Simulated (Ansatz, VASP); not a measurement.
# One calculation of Ca, two programs

Contents of INCAR:

```
SYSTEM = Ca
ALGO = Normal
EDIFF = 1E-6
ENCUT = 520
GGA = PS
ISIF = 2
ISMEAR = -1
LASPH = .True.
LCHARG = .False.
LREAL = .False.
LWAVE = .False.
NBANDS = 11
NELM = 60
PREC = Accurate
SIGMA = 0.1
```

File KPOINTS:

```
k-points
0
Gamma
  16 16 16
  0 0 0
```

The input POSCAR:

```
Ca
1.0
    0.0000000000      2.7988762044      2.7988762044
    2.7988762044      0.0000000000      2.7988762044
    2.7988762044      2.7988762044      0.0000000000
Ca
1
Direct
    0.0000000000      0.0000000000      0.0000000000
```

Input for Ansatz:

```yaml
crystal:
  lattice:
    - [0.0, 2.7988762044, 2.7988762044]
    - [2.7988762044, 0.0, 2.7988762044]
    - [2.7988762044, 2.7988762044, 0.0]
  atoms:
    - { symbol: Ca, position: [0.0, 0.0, 0.0] }
hamiltonian:
  xc: pbesol
  pseudopotentials:
    kind: paw
    azcp:
      Ca: "pseudopotentials/Ca.paw.azcp"
basis:
  ecutwfc: 420
  fft_grid_basis: typed
kpoints:
  mp_grid: { grid: [16, 16, 16], shift: [0, 0, 0] }
magnetization:
  spin_polarized: false
scf:
  occupations: { method: fermi_dirac, width: 0.1 }
output:
  stress: true
```

Alike in both runs: task single point; functional PBEsol; k mesh 16 × 16 × 16; occupations fermi-dirac, width 0.1 eV; no spin polarisation.

|  | VASP | Ansatz |
| --- | --- | --- |
| version | VASP 6.6.1 | Ansatz 0.2.0 |
| potentials or method | VASP PAW PBE potentials, release 64 (Ca_sv) | plane waves (420 eV) with PAW, scalar-relativistic |
| plane-wave cutoff (eV) | 520 | 420 |
| valence electrons in the cell | 10 | 10 |

```tsv
	VASP	Ansatz	Ansatz less VASP
pressure (GPa)	-1.2	-1.2	+0.01
```

Ansatz warned: «pseudo_functional_mismatch».

Caveats: the PAW data sets were made with another functional, which shifts forces and pressure a little (VASP).
